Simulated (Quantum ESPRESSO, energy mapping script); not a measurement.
# CoO: exchange couplings from total energies, part 2 of 2

Wanted: the magnetic order of CoO, its couplings and an estimate of its ordering temperature, by PBE+U (3.5 eV), QE, GBRV.

PBE with U = 3.5 eV on Co d, ortho-atomic projectors; plane waves, U on orthogonalised atomic orbitals unless named otherwise, collinear spin, no spin–orbit coupling.

So far. Step 3 (Order 1: parallel, cell A of 4 atoms): The run ends ferromagnetic. Step 4 (Run 2 (compensated +−; cell A, 4 atoms)): The run ends antiferromagnetic, 45.40 meV a magnetic atom below the parallel order of its cell, a difference that unlike orbital or electronic states can set, not exchange alone (energies taken at zero occupation width, not the printed F).

## 5. Order 3: parallel, cell B of 4 atoms

Level of this step: PBE with U = 3.5 eV on Co d, ortho-atomic projectors, GBRV potentials (Quantum ESPRESSO).

The parallel order again, as the reference for this cell.

This run holds the same structure in another cell (b 2.996 → 3.011 Å, c 5.206 → 4.247 Å, α 90.3 → 90.0°, β 106.5 → 90.4°, γ 119.7 → 90.0°).

pw.in

```
&control
  calculation = 'scf'
  prefix = 'pw'
  outdir = './tmp/'
  pseudo_dir = './pseudo/'
  verbosity = 'low'
/
&system
  ibrav = 0
  nat = 4
  ntyp = 2
  ecutwfc = 45
  ecutrho = 360
  nbnd = 38
  occupations = 'smearing'
  smearing = 'fd'
  degauss = 0.00367493
  nspin = 2
  starting_magnetization(1) = 0.1765
/
&electrons
  conv_thr = 1.0e-08
  electron_maxstep = 120
  mixing_beta = 0.3
  mixing_mode = 'plain'
/
ATOMIC_SPECIES
  Co 58.9332 Co.upf
  O 15.9990 O.upf
CELL_PARAMETERS angstrom
  -1.50546954 -0.86918325 -2.43992691
  -1.50546954 2.60754974 0.00000000
  3.01093909 1.73836649 -2.43992691
ATOMIC_POSITIONS crystal
  Co 0.50000000 0.50000000 0.50000000
  Co 0.00000000 0.00000000 0.00000000
  O 0.50000000 0.50000000 0.00000000
  O 0.00000000 0.00000000 0.50000000
K_POINTS automatic
  10 10 7 0 0 0
HUBBARD {ortho-atomic}
U Co-3d 3.5
```

Run with:

```
$ OMP_NUM_THREADS=1 mpirun -n 8 pw.x -nk 8 -in pw.in > pw.out
```

Log:

```text
[banner, memory and clock lines left out]
Program PWSCF v.7.5 starts
[...]
unit-cell volume          =     258.5461 (a.u.)^3
     number of atoms/cell      =            4
[...]
number of electrons       =        46.00
     number of Kohn-Sham states=           38
     kinetic-energy cutoff     =      45.0000  Ry
     charge density cutoff     =     360.0000  Ry
[...]
The total energy is F=E-TS. E is the sum of the following terms:
     one-electron contribution =    -363.32465584 Ry
     hartree contribution      =     208.69883449 Ry
     xc contribution           =     -80.10328095 Ry
     ewald contribution        =    -426.68671856 Ry
     Hubbard energy            =       0.23114473 Ry
     total magnetization       =     5.98 Bohr mag/cell
     absolute magnetization    =     6.04 Bohr mag/cell
     convergence has been achieved in  61 iterations
[key lines of the parts left out:]
!    total energy              =    -661.18980611 Ry
the Fermi energy is    13.4112 ev
```

The job ended after 3.3 min (8 MPI ranks of Arm Neoverse V1, shared host; peak memory 1 GiB; 27 min of CPU time).

The run ends ferromagnetic. For each magnetic atom its energy differs from the parallel run of the first cell by -0.02 meV, an error that one common reference would have brought in.

## 6. Run 4 (compensated +−; cell B, 4 atoms)

Reversing part of the moments probes the couplings between the two sets.

Changes to pw.in since step 5:

```diff
@@ -10,6 +10,6 @@
   nat = 4
-  ntyp = 2
+  ntyp = 3
   ecutwfc = 45
   ecutrho = 360
-  nbnd = 38
+  nbnd = 35
   occupations = 'smearing'
@@ -19,2 +19,3 @@
   starting_magnetization(1) = 0.1765
+  starting_magnetization(2) = -0.1765
 /
@@ -27,3 +28,4 @@
 ATOMIC_SPECIES
-  Co 58.9332 Co.upf
+  Co1 58.9332 Co.upf
+  Co2 58.9332 Co.upf
   O 15.9990 O.upf
@@ -34,4 +36,4 @@
 ATOMIC_POSITIONS crystal
-  Co 0.50000000 0.50000000 0.50000000
-  Co 0.00000000 0.00000000 0.00000000
+  Co1 0.50000000 0.50000000 0.50000000
+  Co2 0.00000000 0.00000000 0.00000000
   O 0.50000000 0.50000000 0.00000000
@@ -41,2 +43,3 @@
 HUBBARD {ortho-atomic}
-U Co-3d 3.5
+U Co1-3d 3.5
+U Co2-3d 3.5
```

Log:

```text
[banner, memory and clock lines left out]
Program PWSCF v.7.5 starts
[...]
unit-cell volume          =     258.5461 (a.u.)^3
     number of atoms/cell      =            4
[...]
number of electrons       =        46.00
     number of Kohn-Sham states=           35
     kinetic-energy cutoff     =      45.0000  Ry
     charge density cutoff     =     360.0000  Ry
     scf convergence threshold =      1.0E-08
[...]
estimated scf accuracy    <       0.00000007 Ry
     total magnetization       =    -0.00 Bohr mag/cell
     absolute magnetization    =     5.06 Bohr mag/cell
     iteration #120     ecut=    45.00 Ry     beta= 0.30
[...]
total energy              =    -661.18373147 Ry
     estimated scf accuracy    <       0.00000007 Ry
     total magnetization       =    -0.00 Bohr mag/cell
     absolute magnetization    =     5.06 Bohr mag/cell
     End of self-consistent calculation
     convergence NOT achieved after 120 iterations: stopping
```

Run time: 6.1 min. Hardware: 8 MPI ranks; peak memory 1 GiB.

No converged result was reached; the numbers in the log don't describe the system.

## 7. Run 5 (parallel; cell C, 6 atoms)

A new cell needs its own zero of energy.

pw.in

```
&control
  calculation = 'scf'
  prefix = 'pw'
  outdir = './tmp/'
  pseudo_dir = './pseudo/'
  verbosity = 'low'
/
&system
  ibrav = 0
  nat = 6
  ntyp = 2
  ecutwfc = 45
  ecutrho = 360
  nbnd = 55
  occupations = 'smearing'
  smearing = 'fd'
  degauss = 0.00367493
  nspin = 2
  starting_magnetization(1) = 0.1765
/
&electrons
  conv_thr = 1.5e-08
  electron_maxstep = 120
  mixing_beta = 0.3
  mixing_mode = 'plain'
/
ATOMIC_SPECIES
  Co 58.9332 Co.upf
  O 15.9990 O.upf
CELL_PARAMETERS angstrom
  -3.01093909 0.00000000 0.00000000
  0.00000000 -3.47673299 -2.43992691
  1.50546954 -0.86918325 4.87985381
ATOMIC_POSITIONS crystal
  Co 0.66666667 0.66666667 0.33333333
  Co 0.00000000 0.00000000 0.00000000
  Co 0.33333333 0.33333333 0.66666667
  O 0.00000000 0.50000000 0.00000000
  O 0.33333333 0.83333333 0.66666667
  O 0.66666667 0.16666667 0.33333333
K_POINTS automatic
  10 8 10 0 0 0
HUBBARD {ortho-atomic}
U Co-3d 3.5
```

Log:

```text
[banner, memory and clock lines left out]
Program PWSCF v.7.5 starts
[...]
unit-cell volume          =     387.8191 (a.u.)^3
     number of atoms/cell      =            6
[...]
number of electrons       =        69.00
     number of Kohn-Sham states=           55
     kinetic-energy cutoff     =      45.0000  Ry
     charge density cutoff     =     360.0000  Ry
[...]
The total energy is F=E-TS. E is the sum of the following terms:
     one-electron contribution =    -544.99065833 Ry
     hartree contribution      =     313.05197548 Ry
     xc contribution           =    -120.15486181 Ry
     ewald contribution        =    -640.03007760 Ry
     Hubbard energy            =       0.34667888 Ry
     total magnetization       =     8.97 Bohr mag/cell
     absolute magnetization    =     9.06 Bohr mag/cell
     convergence has been achieved in  60 iterations
[key lines of the parts left out:]
!    total energy              =    -991.78469913 Ry
the Fermi energy is    13.4113 ev
```

The job ended after 10 min (8 MPI ranks; peak memory 1.7 GiB; 80 min of CPU time).

The run ends ferromagnetic. For each magnetic atom its energy differs from the parallel run of the first cell by 0.16 meV, an error that one common reference would have brought in.

## 8. Uncompensated ++− start in cell C (6 atoms)

This order reverses 6.67 of the 12 neighbours at 3.00 Å, 2.67 of the 6 neighbours at 4.25 Å and 8 of the 24 neighbours at 5.20 Å, counted for an average magnetic atom.

Changes to pw.in since step 7:

```diff
@@ -10,6 +10,6 @@
   nat = 6
-  ntyp = 2
+  ntyp = 3
   ecutwfc = 45
   ecutrho = 360
-  nbnd = 55
+  nbnd = 52
   occupations = 'smearing'
@@ -19,2 +19,3 @@
   starting_magnetization(1) = 0.1765
+  starting_magnetization(2) = -0.1765
 /
@@ -27,3 +28,4 @@
 ATOMIC_SPECIES
-  Co 58.9332 Co.upf
+  Co1 58.9332 Co.upf
+  Co2 58.9332 Co.upf
   O 15.9990 O.upf
@@ -34,5 +36,5 @@
 ATOMIC_POSITIONS crystal
-  Co 0.66666667 0.66666667 0.33333333
-  Co 0.00000000 0.00000000 0.00000000
-  Co 0.33333333 0.33333333 0.66666667
+  Co1 0.66666667 0.66666667 0.33333333
+  Co1 0.00000000 0.00000000 0.00000000
+  Co2 0.33333333 0.33333333 0.66666667
   O 0.00000000 0.50000000 0.00000000
@@ -43,2 +45,3 @@
 HUBBARD {ortho-atomic}
-U Co-3d 3.5
+U Co1-3d 3.5
+U Co2-3d 3.5
```

Log:

```text
[banner, memory and clock lines left out]
Program PWSCF v.7.5 starts
[...]
unit-cell volume          =     387.8191 (a.u.)^3
     number of atoms/cell      =            6
[...]
number of electrons       =        69.00
     number of Kohn-Sham states=           52
     kinetic-energy cutoff     =      45.0000  Ry
     charge density cutoff     =     360.0000  Ry
[...]
The total energy is F=E-TS. E is the sum of the following terms:
     one-electron contribution =    -545.26118921 Ry
     hartree contribution      =     313.52049326 Ry
     xc contribution           =    -120.30851752 Ry
     ewald contribution        =    -640.03007760 Ry
     Hubbard energy            =       0.13076920 Ry
     total magnetization       =     3.00 Bohr mag/cell
     absolute magnetization    =     8.46 Bohr mag/cell
     convergence has been achieved in  32 iterations
[key lines of the parts left out:]
!    total energy              =    -991.94852208 Ry
the Fermi energy is    13.9756 ev
```

The job ended after 5.9 min (8 MPI ranks; peak memory 1.7 GiB; 47 min of CPU time).

The run ends ferrimagnetic, 760.56 meV a magnetic atom below the parallel order of its cell, a difference that unlike orbital or electronic states can set, not exchange alone.

## 9. Parallel start in cell D (6 atoms)

A new cell needs its own zero of energy.

This run holds the same structure in another cell (a 3.011 → 2.996 Å, b 4.247 → 2.996 Å, c 5.180 → 7.369 Å, α 113.8 → 89.8°, β 106.9 → 89.8°, γ 90.0 → 60.3°).

pw.in

```
&control
  calculation = 'scf'
  prefix = 'pw'
  outdir = './tmp/'
  pseudo_dir = './pseudo/'
  verbosity = 'low'
/
&system
  ibrav = 0
  nat = 6
  ntyp = 2
  ecutwfc = 45
  ecutrho = 360
  nbnd = 55
  occupations = 'smearing'
  smearing = 'fd'
  degauss = 0.00367493
  nspin = 2
  starting_magnetization(1) = 0.1765
/
&electrons
  conv_thr = 1.5e-08
  electron_maxstep = 120
  mixing_beta = 0.3
  mixing_mode = 'plain'
/
ATOMIC_SPECIES
  Co 58.9332 Co.upf
  O 15.9990 O.upf
CELL_PARAMETERS angstrom
  -1.50546954 -0.86918325 -2.43992691
  1.50546954 -0.86918325 -2.43992691
  0.00000000 -6.95346598 2.43992691
ATOMIC_POSITIONS crystal
  Co 0.66666667 0.66666667 0.33333333
  Co 0.33333333 0.33333333 0.66666667
  Co 0.00000000 0.00000000 0.00000000
  O 0.00000000 0.00000000 0.50000000
  O 0.66666667 0.66666667 0.83333333
  O 0.33333333 0.33333333 0.16666667
K_POINTS automatic
  11 11 4 0 0 0
HUBBARD {ortho-atomic}
U Co-3d 3.5
```

Log:

```text
[banner, memory and clock lines left out]
Program PWSCF v.7.5 starts
[...]
unit-cell volume          =     387.8191 (a.u.)^3
     number of atoms/cell      =            6
[...]
number of electrons       =        69.00
     number of Kohn-Sham states=           55
     kinetic-energy cutoff     =      45.0000  Ry
     charge density cutoff     =     360.0000  Ry
[...]
The total energy is F=E-TS. E is the sum of the following terms:
     one-electron contribution =    -544.98926273 Ry
     hartree contribution      =     313.05045654 Ry
     xc contribution           =    -120.15478697 Ry
     ewald contribution        =    -640.03007792 Ry
     Hubbard energy            =       0.34670922 Ry
     total magnetization       =     8.97 Bohr mag/cell
     absolute magnetization    =     9.06 Bohr mag/cell
     convergence has been achieved in  94 iterations
[key lines of the parts left out:]
!    total energy              =    -991.78469594 Ry
the Fermi energy is    13.4109 ev
```

The job ended after 8.6 min (8 MPI ranks; peak memory 1.4 GiB; 69 min of CPU time).

The run ends ferromagnetic. For each magnetic atom its energy differs from the parallel run of the first cell by 0.13 meV, an error that one common reference would have brought in.

## 10. Run 8 (uncompensated ++−; cell D, 6 atoms)

This order reverses 4 of the 12 neighbours at 3.00 Å, 4 of the 6 neighbours at 4.25 Å and 12 of the 24 neighbours at 5.20 Å, counted for an average magnetic atom.

Changes to pw.in since step 9:

```diff
@@ -10,6 +10,6 @@
   nat = 6
-  ntyp = 2
+  ntyp = 3
   ecutwfc = 45
   ecutrho = 360
-  nbnd = 55
+  nbnd = 52
   occupations = 'smearing'
@@ -19,2 +19,3 @@
   starting_magnetization(1) = 0.1765
+  starting_magnetization(2) = -0.1765
 /
@@ -27,3 +28,4 @@
 ATOMIC_SPECIES
-  Co 58.9332 Co.upf
+  Co1 58.9332 Co.upf
+  Co2 58.9332 Co.upf
   O 15.9990 O.upf
@@ -34,5 +36,5 @@
 ATOMIC_POSITIONS crystal
-  Co 0.66666667 0.66666667 0.33333333
-  Co 0.33333333 0.33333333 0.66666667
-  Co 0.00000000 0.00000000 0.00000000
+  Co1 0.66666667 0.66666667 0.33333333
+  Co1 0.33333333 0.33333333 0.66666667
+  Co2 0.00000000 0.00000000 0.00000000
   O 0.00000000 0.00000000 0.50000000
@@ -43,2 +45,3 @@
 HUBBARD {ortho-atomic}
-U Co-3d 3.5
+U Co1-3d 3.5
+U Co2-3d 3.5
```

Log:

```text
[banner, memory and clock lines left out]
Program PWSCF v.7.5 starts
[...]
unit-cell volume          =     387.8191 (a.u.)^3
     number of atoms/cell      =            6
[...]
number of electrons       =        69.00
     number of Kohn-Sham states=           52
     kinetic-energy cutoff     =      45.0000  Ry
     charge density cutoff     =     360.0000  Ry
[...]
The total energy is F=E-TS. E is the sum of the following terms:
     one-electron contribution =    -545.17653693 Ry
     hartree contribution      =     313.19797241 Ry
     xc contribution           =    -120.13127654 Ry
     ewald contribution        =    -640.03007792 Ry
     Hubbard energy            =       0.35558649 Ry
     total magnetization       =     3.00 Bohr mag/cell
     absolute magnetization    =     8.42 Bohr mag/cell
     convergence has been achieved in 120 iterations
[key lines of the parts left out:]
!    total energy              =    -991.79179141 Ry
the Fermi energy is    13.4020 ev
```

Elapsed: 10 min, on 8 MPI ranks; peak memory 1.4 GiB; 82 min of CPU time.

The run ends ferrimagnetic, 32.80 meV a magnetic atom below the parallel order of its cell, a difference that unlike orbital or electronic states can set, not exchange alone (energies taken at zero occupation width, not the printed F).

## 11. Parallel start in cell E (6 atoms)

The parallel order again, as the reference for this cell.

This run holds the same structure in another cell (b 2.996 → 4.247 Å, c 7.369 → 5.206 Å, α 89.8 → 113.9°, β 89.8 → 106.5°, γ 60.3 → 90.4°).

pw.in

```
&control
  calculation = 'scf'
  prefix = 'pw'
  outdir = './tmp/'
  pseudo_dir = './pseudo/'
  verbosity = 'low'
/
&system
  ibrav = 0
  nat = 6
  ntyp = 2
  ecutwfc = 45
  ecutrho = 360
  nbnd = 55
  occupations = 'smearing'
  smearing = 'fd'
  degauss = 0.00367493
  nspin = 2
  starting_magnetization(1) = 0.1765
/
&electrons
  conv_thr = 1.5e-08
  electron_maxstep = 120
  mixing_beta = 0.3
  mixing_mode = 'plain'
/
ATOMIC_SPECIES
  Co 58.9332 Co.upf
  O 15.9990 O.upf
CELL_PARAMETERS angstrom
  -1.50546954 -0.86918325 -2.43992691
  3.01093909 1.73836649 -2.43992691
  1.50546954 -4.34591624 2.43992691
ATOMIC_POSITIONS crystal
  Co 0.66666667 0.66666667 0.33333333
  Co 0.33333333 0.33333333 0.66666667
  Co 0.00000000 0.00000000 0.00000000
  O 0.66666667 0.16666667 0.33333333
  O 0.33333333 0.83333333 0.66666667
  O 0.00000000 0.50000000 0.00000000
K_POINTS automatic
  10 10 10 0 0 0
HUBBARD {ortho-atomic}
U Co-3d 3.5
```

Log:

```text
[banner, memory and clock lines left out]
Program PWSCF v.7.5 starts
[...]
unit-cell volume          =     387.8191 (a.u.)^3
     number of atoms/cell      =            6
[...]
number of electrons       =        69.00
     number of Kohn-Sham states=           55
     kinetic-energy cutoff     =      45.0000  Ry
     charge density cutoff     =     360.0000  Ry
[...]
The total energy is F=E-TS. E is the sum of the following terms:
     one-electron contribution =    -544.98883487 Ry
     hartree contribution      =     313.05012922 Ry
     xc contribution           =    -120.15489041 Ry
     ewald contribution        =    -640.03007731 Ry
     Hubbard energy            =       0.34670071 Ry
     total magnetization       =     8.97 Bohr mag/cell
     absolute magnetization    =     9.06 Bohr mag/cell
     convergence has been achieved in  47 iterations
[key lines of the parts left out:]
!    total energy              =    -991.78470111 Ry
the Fermi energy is    13.4115 ev
```

The job ended after 9.8 min (8 MPI ranks; peak memory 1.9 GiB; 78 min of CPU time).

The run ends ferromagnetic. For each magnetic atom its energy differs from the parallel run of the first cell by 0.09 meV, an error that one common reference would have brought in.

## 12. Run 10 (uncompensated ++−; cell E, 6 atoms)

Reversing part of the moments probes the couplings between the two sets.

Changes to pw.in since step 11:

```diff
@@ -10,6 +10,6 @@
   nat = 6
-  ntyp = 2
+  ntyp = 3
   ecutwfc = 45
   ecutrho = 360
-  nbnd = 55
+  nbnd = 52
   occupations = 'smearing'
@@ -19,2 +19,3 @@
   starting_magnetization(1) = 0.1765
+  starting_magnetization(2) = -0.1765
 /
@@ -27,3 +28,4 @@
 ATOMIC_SPECIES
-  Co 58.9332 Co.upf
+  Co1 58.9332 Co.upf
+  Co2 58.9332 Co.upf
   O 15.9990 O.upf
@@ -34,5 +36,5 @@
 ATOMIC_POSITIONS crystal
-  Co 0.66666667 0.66666667 0.33333333
-  Co 0.33333333 0.33333333 0.66666667
-  Co 0.00000000 0.00000000 0.00000000
+  Co1 0.66666667 0.66666667 0.33333333
+  Co1 0.33333333 0.33333333 0.66666667
+  Co2 0.00000000 0.00000000 0.00000000
   O 0.66666667 0.16666667 0.33333333
@@ -43,2 +45,3 @@
 HUBBARD {ortho-atomic}
-U Co-3d 3.5
+U Co1-3d 3.5
+U Co2-3d 3.5
```

Log:

```text
Program PWSCF v.7.5 starts
[...]
unit-cell volume          =     387.8191 (a.u.)^3
     number of atoms/cell      =            6
[...]
number of electrons       =        69.00
     number of Kohn-Sham states=           52
     kinetic-energy cutoff     =      45.0000  Ry
     charge density cutoff     =     360.0000  Ry
     scf convergence threshold =      1.5E-08
[...]
Exchange-correlation= SLA  PW   PBE  PBE
[...]
total energy              =    -991.94843653 Ry
     estimated scf accuracy    <       0.00019317 Ry
     total magnetization       =     3.00 Bohr mag/cell
     absolute magnetization    =     8.46 Bohr mag/cell
     iteration # 17     ecut=    45.00 Ry     beta= 0.30
[...]
total energy              =    -991.94862968 Ry
     estimated scf accuracy    <       0.00026728 Ry
     total magnetization       =     3.00 Bohr mag/cell
     absolute magnetization    =     8.46 Bohr mag/cell
     iteration # 18     ecut=    45.00 Ry     beta= 0.30
```

The job ended after 4 min (8 MPI ranks; peak memory 1.9 GiB).

The run was stopped unfinished when the time set aside for it ran out, so what it printed is not taken as a result.

## 13. Mapping onto a Heisenberg model

Each energy difference is a sum of couplings weighted by the pairs that the order reverses. A few near shells are fitted to the differences by least squares. Energies are those extrapolated to zero occupation width, not the free energies F.

The orders that converged (zero: parallel moments in the same cell):

| order | atoms | energy (meV a magnetic atom) | moments (μB) | moments kept as typed | opposed neighbours at 3.00, 4.25, 5.20 Å |
| --- | --- | --- | --- | --- | --- |
| parallel in cell A | 4 | 0.00 | 2.61 | yes | 0, 0, 0 |
| compensated +− in cell A | 4 | -45.40 | 2.55 | yes | 6, 6, 12 |
| parallel in cell B | 4 | 0.00 | 2.61 | yes | 0, 0, 0 |
| parallel in cell C | 6 | 0.00 | 2.61 | yes | 0, 0, 0 |
| uncompensated ++− in cell C | 6 | -760.56 | 2.56 to 2.58 | yes | 6.67, 2.67, 8 |
| parallel in cell D | 6 | 0.00 | 2.61 | yes | 0, 0, 0 |
| uncompensated ++− in cell D | 6 | -32.80 | 2.54 to 2.57 | yes | 4, 4, 12 |
| parallel in cell E | 6 | 0.00 | 2.61 | yes | 0, 0, 0 |

The Heisenberg fit (each pair counts twice, positive J is ferromagnetic):

| pair | distance (Å) | neighbours | J (meV) |
| --- | --- | --- | --- |
| Co–Co | 3.00 | 12 | -92.3 |
| Co–Co | 4.25 | 6 | 89.2 |
| Co–Co | 5.20 | 24 | -0.317 |

## 14. What came out

- couplings: not to be trusted

What this shows: The warning signs here (some orders are gapless and others have a gap; open shells started apart) can come from unlike orbital states, and these open shells were not started from one set of occupation matrices, so the fitted couplings are not taken as the crystal's.

[Logs and program files are shortened in this print: banners, set-up blocks, solver, clock and traceback lines can be left out without a mark of their own.]

[Logs are printed without paths, hosts, clocks, repeated set-up lines and the standing remarks that a program may print on its own settings, such as how far it seeks lower states.]

[Hosts, paths, dates, database ids (printed as entryN), source tags and the programs' standing remarks are cut or masked in the printed files.]

[Where a cell is said to come from a database of computed structures, the database is the Materials Project.]
